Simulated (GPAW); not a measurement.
# Ta2N (P-3m1) in GPAW: phonons with PBE+D3(BJ)

Aim: the phonons of Ta2N with PBE+D3(BJ).

Everything below comes from runs of GPAW 26.7.0. Logs are shortened: lines on timing, memory, paths and dates and some standing lists are left out, and cuts for length are marked. The log counts tension as positive stress, the text compression.

### Step 1. The structure

The structure is trigonal, space group P-3m1 (No. 164). Conventional cell: a = 3.113 Å, b = 3.113 Å, c = 4.870 Å, α = 90.00°, β = 90.00°, γ = 120.00°. Ta (site symmetry 3m) has 3 N at 2.18 Å as nearest neighbours. N (site symmetry -3m) is surrounded by 6 Ta at 2.18 Å.

The cell comes from a database or a generator and needn't be the stable form of this composition.

### Step 2. Phonons, PBE+D3(BJ)

run.py

```python
import json
import numpy as np
from ase import Atoms
from ase.calculators.mixing import SumCalculator
from ase.constraints import FixSymmetry
from ase.io import read, write
from ase.optimize import BFGS
from dftd3.ase import DFTD3
from phonopy import Phonopy
from phonopy.structure.atoms import PhonopyAtoms
from gpaw import GPAW, PW

atoms = read('Ta2N.cif')

calc = GPAW(mode=PW(800),
            xc='PBE',
            kpts={'size': (8, 8, 5), 'gamma': True},
            occupations={'name': 'fermi-dirac', 'width': 0.05},
            nbands=30,
            convergence={'density': 1e-06, 'eigenstates': 1e-09},
            mixer={'backend': 'msr1', 'beta': 0.15},
            maxiter=100,
            txt='gpaw.txt')
atoms.calc = SumCalculator([calc, DFTD3(method='pbe', damping='d3bj')])
atoms.set_constraint(FixSymmetry(atoms))
BFGS(atoms, trajectory='relax.traj', logfile='-').run(fmax=0.005, steps=40)
atoms.set_constraint()
energy = atoms.get_potential_energy()
forces = atoms.get_forces()
stress = atoms.get_stress()
calc.write('gs.gpw')
write('result.traj', atoms)
print('Cell:', atoms.cell.cellpar().round(4))
print(atoms.get_scaled_positions().round(5))

def force_constants(scale):
    unit = PhonopyAtoms(symbols=atoms.get_chemical_symbols(), cell=atoms.cell[:] * scale**(1 / 3),
                        scaled_positions=atoms.get_scaled_positions())
    ph = Phonopy(unit, supercell_matrix=np.diag([1, 1, 1]), primitive_matrix=np.eye(3), symprec=1e-4)
    ph.generate_displacements(distance=0.03)
    forces = []
    for i, sc in enumerate(ph.supercells_with_displacements):
        a = Atoms(sc.symbols, cell=sc.cell, scaled_positions=sc.scaled_positions, pbc=True)
        c = GPAW(mode=PW(800),
                 xc='PBE',
                 kpts={'size': (8, 8, 5), 'gamma': True},
                 occupations={'name': 'fermi-dirac', 'width': 0.05},
                 nbands=30,
                 convergence={'density': 1e-06, 'eigenstates': 1e-09},
                 mixer={'backend': 'msr1', 'beta': 0.15},
                 maxiter=100,
                 txt=f'disp-{scale:.3f}-{i:02d}.txt')
        a.calc = SumCalculator([c, DFTD3(method='pbe', damping='d3bj')])
        f = a.get_forces()
        forces.append(f - f.mean(axis=0))
        print(f'displacement {i}: drift', f.mean(axis=0).round(5), flush=True)
    ph.forces = forces
    ph.produce_force_constants()
    ph.symmetrize_force_constants()
    return ph

qpoints = [[0.0, 0.0, 0.0]]
results = {}
for scale in [1.0]:
    ph = force_constants(scale)
    ph.run_qpoints(qpoints)
    nu = ph.qpoints.frequencies * 33.35641  # THz to cm^-1
    results[f'{scale:.3f}'] = nu.tolist()
    for qp, f in zip(qpoints, nu):
        print(scale, np.round(qp, 4), f.round(2))
json.dump(results, open('phonons.json', 'w'))
```

Ta2N.cif

```cif
data_Ta2N
_cell_length_a 3.11286151
_cell_length_b 3.11286151
_cell_length_c 4.86984100
_cell_angle_alpha 90.00000000
_cell_angle_beta 90.00000000
_cell_angle_gamma 120.00000000
_space_group_name_H-M_alt 'P-3m1'
_space_group_name_Hall '-P 3 2"'
_space_group_IT_number 164
loop_
_space_group_symop_operation_xyz
'x,y,z'
'-x,-y,-z'
'-y,x-y,z'
'y,-x+y,-z'
'-x+y,-x,z'
'x-y,x,-z'
'y,x,-z'
'-y,-x,z'
'x-y,-y,-z'
'-x+y,y,z'
'-x,-x+y,-z'
'x,x-y,z'
loop_
_atom_site_label
_atom_site_type_symbol
_atom_site_symmetry_multiplicity
_atom_site_Wyckoff_symbol
_atom_site_fract_x
_atom_site_fract_y
_atom_site_fract_z
_atom_site_occupancy
Ta1 Ta 2 d 0.3333333333 0.6666666667 0.2547110000 1
N1 N 1 a 0.0000000000 0.0000000000 0.0000000000 1
```

Potentials or basis: GPAW PAW data sets (gpaw-data 1.2.1), pw.

On the command line:

```console
$ OMP_NUM_THREADS=1 python run.py
```

gpaw.txt:

```text
__  _  _
 | _ |_)|_||  |
 |__||  | ||/\| - 26.7.0

Input parameters:
  mode=PW(ecut=800.0),
  convergence={'density': 1e-06, 'eigenstates': 1e-09},
  kpts=MonkhorstPack(size=(8, 8, 5), gamma=True),
  maxiter=100,
  mixer=MSR1(name='msr1', nmaxold=10, beta=0.15, reg=0.005, gb_scale=1.0, max_A=0.75, trust_scale=1.0, soft_lim=4.0, hard_lim=6.0, weight=20.0, sigma=0.015, g_ss=None),
  nbands=30,
  occupations=Occupations(name='fermi-dirac', width=0.05),
  xc=XC(name='PBE')

Diagonalizing LCAO Hamiltonian
Converting LCAO to pw mode

            Ta

         Ta

       N

Atoms  # Å, Bohr magnetons
|   | symbol |         x |        y |        z |    initial magnetic moments |
|---|--------|-----------|----------|----------|-----------------------------|
| 0 |     Ta | -0.000000 | 1.797211 | 1.240402 | ( 0.0000,  0.0000,  0.0000) |
| 1 |     Ta |  1.556431 | 0.898606 | 3.629439 | ( 0.0000,  0.0000,  0.0000) |
| 2 |      N | -0.000000 | 0.000000 | 0.000000 | ( 0.0000,  0.0000,  0.0000) |

Unit cell  # Å
| periodic |         x |        y |        z |  lengths |     angles |
|----------|-----------|----------|----------|----------|------------|
|      yes |  3.112862 | 0.000000 | 0.000000 | 3.112862 |  90.000000 |
|      yes | -1.556431 | 2.695817 | 0.000000 | 3.112862 |  90.000000 |
|      yes |  0.000000 | 0.000000 | 4.869841 | 4.869841 | 120.000000 |

Number of symmetries: 12
Symmetry operations  # r_c * U_cc + t_c -> r_c
|    | kind |            matrix            |
|----|------|------------------------------|
|  0 |  σ   |  1, 1, 0,  0,-1, 0,  0, 0, 1 |
|  1 |  S6  |  1, 1, 0, -1, 0, 0,  0, 0,-1 |
|  2 |  E   |  1, 0, 0,  0, 1, 0,  0, 0, 1 |
|  3 |  C2  |  1, 0, 0, -1,-1, 0,  0, 0,-1 |
|  4 |  C2  |  0, 1, 0,  1, 0, 0,  0, 0,-1 |
|  5 |  C3  |  0, 1, 0, -1,-1, 0,  0, 0, 1 |
|  6 |  S6  |  0,-1, 0,  1, 1, 0,  0, 0,-1 |
|  7 |  σ   |  0,-1, 0, -1, 0, 0,  0, 0, 1 |
|  8 |  σ   | -1, 0, 0,  1, 1, 0,  0, 0, 1 |
|  9 |  i   | -1, 0, 0,  0,-1, 0,  0, 0,-1 |
| 10 |  C3  | -1,-1, 0,  1, 0, 0,  0, 0, 1 |
| 11 |  C2  | -1,-1, 0,  0, 1, 0,  0, 0,-1 |

BZ-sampling:
  Number of BZ points: 320
  Number of IBZ points: 40

  Monkhorst-Pack size: [8, 8, 5]
  Monkhorst-Pack shift: [0.0625, 0.0625, 0.0]

K-points  # in reciprocal-cell coordinates
|     |                                coordinates |     weight |
|-----|--------------------------------------------|------------|
|   0 | (  0.00000000,   0.00000000,   0.00000000) | 0.00312500 |
|   1 | (  0.00000000,   0.00000000,   0.20000000) | 0.00625000 |
|   2 | (  0.00000000,   0.00000000,   0.40000000) | 0.00625000 |
|   3 | (  0.12500000,   0.00000000,  -0.40000000) | 0.01875000 |
|   4 | (  0.12500000,   0.00000000,  -0.20000000) | 0.01875000 |
|   5 | (  0.12500000,   0.00000000,   0.00000000) | 0.01875000 |
|   6 | (  0.12500000,   0.00000000,   0.20000000) | 0.01875000 |
|   7 | (  0.12500000,   0.00000000,   0.40000000) | 0.01875000 |
|   8 | (  0.25000000,  -0.12500000,   0.00000000) | 0.01875000 |
|   9 | (  0.25000000,  -0.12500000,   0.20000000) | 0.03750000 |
| ... |                                            |            |
|  39 | (  0.50000000,   0.50000000,   0.40000000) | 0.01875000 |

Plane wave coefficients: 2115
Cutoff: 800.0 eV

Spin-components: 1 (collinear spins)
Bands:           30
Projectors:      17
Spin-degeneracy: 2
Datatype:        complex128

Parallelization:
  kpt:    1
  domain: 1
  band:   1

Density:
  Valence electrons: 31.0
  Components: 1
  Grid points: [21 21 32]
  Charge: 0.0  # |e|

Potential:
  Grid points: [21 21 32]

species:
  Ta:
    name:    Tantalum
    Z:       73.0
    valence: 13
    core:    60
    charge:  0.0  # [|e|]
    compensation charges:
      type: gauss
      rc: 0.42  # [Å]
      lmax: 2
    cutoffs:
      filter: 2.36  # [Å]
      core: 3.45  # [Å]
    projectors
    | kind |    occ | energy [eV] | rcut [Å] |
    |------|--------|-------------|----------|
    |   5s |  2.000 |     -72.790 |    1.365 |
    |   6s |  2.000 |      -5.429 |    1.365 |
    |   5p |  6.000 |     -39.427 |    1.349 |
    |   6p |  0.000 |      -1.396 |    1.349 |
    |   5d |  3.000 |      -3.603 |    1.307 |
    |    d |        |      23.609 |    1.307 |

    Using partial waves for Ta as LCAO basis

  N:
    name:    Nitrogen
    Z:       7.0
    valence: 5
    core:    2
    charge:  0.0  # [|e|]
    compensation charges:
      type: gauss
      rc: 0.18  # [Å]
      lmax: 2
    cutoffs:
      filter: 1.11  # [Å]
      core: 0.96  # [Å]
    projectors
    | kind |    occ | energy [eV] | rcut [Å] |
    |------|--------|-------------|----------|
    |   2s |  2.000 |     -18.583 |    0.603 |
    |   2p |  3.000 |      -7.089 |    0.529 |
    |    s |        |       8.629 |    0.603 |
    |    p |        |      20.123 |    0.529 |
    |    d |        |       0.000 |    0.577 |

    Using partial waves for N as LCAO basis

Reference energy: -849826.604306  # eV

eigensolver:
  PPCG
  Converge bands: occupied
  niter=2

density mixing:
  MSR1-Mixer
  Pratt-step length: 0.15
  Maximum mixing coefficient: 0.75
  Old densities: 10
  SVD Regularization: 0.005
  Good broyden scale: 1.0
  Trust region scale: 1.0
  Backstep threshold: 4.0
  History deletion threshold: 6.0
  Fourier metric: weight=20.0, sigma=0.015

occupation numbers:
  Fermi-Dirac:
    width: 0.0500  # eV

poisson solver:
  ecut: 6400.0  # eV

xc functional:
  name: PBE with 2 nearest neighbor stencil

convergence criteria:
- Maximum integral of absolute [dens]ity change: 1e-06 electrons / valence electron
- Maximum integral of absolute [eigenst]ate change: 1e-09 eV^2 / valence electron
- Maximum [total energy] change in last 3 cyles: 0.0005 eV / valence electron
maximum number of iterations: 100

SCF iterations
|iter     | |      energy | eigst |  dens |
|---------|-|-------------|-------|-------|
|iter:   1| |  -32.187896 | +0.11 |       |
|iter:   2| |  -30.999920 | -1.82 | -1.05 |
|iter:   3| |  -30.588168 | -1.93 | -1.25 |
|iter:   4| |  -30.579132 | -2.72 | -1.65 |
|iter:   5| |  -30.585810c| -3.39 | -2.01 |
|iter:   6| |  -30.586077c| -4.54 | -2.66 |
|iter:   7| |  -30.586070c| -5.51 | -3.25 |
|iter:   8| |  -30.586072c| -7.26 | -3.97 |
|iter:   9| |  -30.586072c| -7.84 | -4.39 |
|iter:  10| |  -30.586072c| -9.02c| -5.45 |
|iter:  11| |  -30.586072c| -9.86c| -6.17c|

Converged in 11 steps
Energy contributions relative to reference atoms: (reference = -849826.604306)

Energy contributions:
  Kinetic:          24.405869
  Coulomb:         -27.272381
  Zero:             -0.332734
  External:          0.000000
  Xc:              -27.382442
  Entropy:          -0.008768
  Spinorbit:         0.000000
  ----------------------------
  Free energy:     -30.590456
  Extrapolated:    -30.586072
[... 58 lines left out ...]
convergence criteria:
- Maximum integral of absolute [dens]ity change: 1e-06 electrons / valence electron
- Maximum integral of absolute [eigenst]ate change: 1e-09 eV^2 / valence electron
- Maximum [total energy] change in last 3 cyles: 0.0005 eV / valence electron
maximum number of iterations: 100

SCF iterations
|iter     | |      energy | eigst |  dens |
|---------|-|-------------|-------|-------|
|iter:   1| |  -30.586260c| -4.67 |       |
|iter:   2| |  -30.586216c| -6.20 | -3.47 |
|iter:   3| |  -30.586208c| -6.72 | -3.85 |
|iter:   4| |  -30.586207c| -7.65 | -4.26 |
|iter:   5| |  -30.586207c| -8.95 | -4.67 |
|iter:   6| |  -30.586207c| -9.50c| -5.06 |
|iter:   7| |  -30.586207c| -9.62c| -5.87 |
|iter:   8| |  -30.586207c|-10.63c| -6.56c|

Converged in 8 steps
Energy contributions relative to reference atoms: (reference = -849826.604306)

Energy contributions:
  Kinetic:          24.452984
  Coulomb:         -27.309633
  Zero:             -0.332594
  External:          0.000000
  Xc:              -27.392576
  Entropy:          -0.008775
  Spinorbit:         0.000000
  ----------------------------
  Free energy:     -30.590594
  Extrapolated:    -30.586207
[... 58 lines left out ...]
convergence criteria:
- Maximum integral of absolute [dens]ity change: 1e-06 electrons / valence electron
- Maximum integral of absolute [eigenst]ate change: 1e-09 eV^2 / valence electron
- Maximum [total energy] change in last 3 cyles: 0.0005 eV / valence electron
maximum number of iterations: 100

SCF iterations
|iter     | |      energy | eigst |  dens |
|---------|-|-------------|-------|-------|
|iter:   1| |  -30.586521c| -4.13 |       |
|iter:   2| |  -30.586364c| -5.65 | -3.19 |
|iter:   3| |  -30.586342c| -6.44 | -3.57 |
|iter:   4| |  -30.586335c| -6.62 | -3.84 |
|iter:   5| |  -30.586334c| -8.06 | -4.28 |
|iter:   6| |  -30.586334c| -8.67 | -4.65 |
|iter:   7| |  -30.586334c| -9.18c| -5.51 |
|iter:   8| |  -30.586334c| -9.93c| -6.05c|

Converged in 8 steps
Energy contributions relative to reference atoms: (reference = -849826.604306)

Energy contributions:
  Kinetic:          24.545668
  Coulomb:         -27.383091
  Zero:             -0.332506
  External:          0.000000
  Xc:              -27.412013
  Entropy:          -0.008784
  Spinorbit:         0.000000
  ----------------------------
  Free energy:     -30.590726
  Extrapolated:    -30.586334
[... 31 lines left out ...]
Forces  # eV/Ang
|        x |        y |        z |
|----------|----------|----------|
| -0.00000 |  0.00000 | -0.01330 |  # Ta   0
|  0.00000 | -0.00000 |  0.01330 |  # Ta   1
|  0.00000 |  0.00000 |  0.00000 |  # N    2

Stress tensor  # eV/Ang^3
|         x |        y |        z |
|-----------|----------|----------|
|  0.006079 | 0.000000 | 0.000000 |
| -0.000000 | 0.006079 | 0.000000 |
|  0.000000 | 0.000000 | 0.005748 |

# Writing to gs.gpw (mode='')
```

Wall time 5.7 min (1 thread of AMD EPYC 9R45 (Zen 5), shared host); peak memory 0.55 GiB.

What came out:

- Free energy: -32.1308 eV
- Pressure after relaxing: -7.2 GPa
- Band gap on the k mesh: none (metal or under the smearing width)
- Highest phonon frequency at Γ: 540 cm⁻¹
- Dispersion energy per atom: -0.513 eV

Final structure:
```
CELL_PARAMETERS angstrom
3.11286 0.00000 0.00000
-1.55643 2.69582 0.00000
0.00000 0.00000 4.86984
ATOMIC_POSITIONS crystal
Ta 0.33333 0.66667 0.25412
Ta 0.66667 0.33333 0.74588
N 0.00000 0.00000 0.00000
```

Levels at points of the mesh, in eV from the Fermi level:
| k point | band 12 | band 13 | band 14 | band 15 | band 16 | band 17 | band 18 | band 19 | band 20 | band 21 |
| --- | --- | --- | --- | --- | --- | --- | --- | --- | --- | --- |
| (0.00, 0.00, 0.00) | -6.03 | -4.92 | -0.63 | -0.21 | -0.21 | 0.30 | 0.30 | 0.30 | 1.18 | 1.18 |
| (0.50, 0.50, 0.00) | -6.33 | -4.49 | -2.59 | -1.36 | 1.78 | 1.89 | 3.69 | 3.97 | 4.20 | 4.24 |

Phonon frequencies in cm⁻¹ (negative: imaginary):
| q point | frequencies |
| --- | --- |
| (0.000, 0.000, 0.000) | 0 0 0 108 108 190 506 506 540 |

Caveat: the cell is more than 3 GPa from zero pressure, which shifts response properties; pairwise dispersion overbinds metals, which lowers pressure and volume.
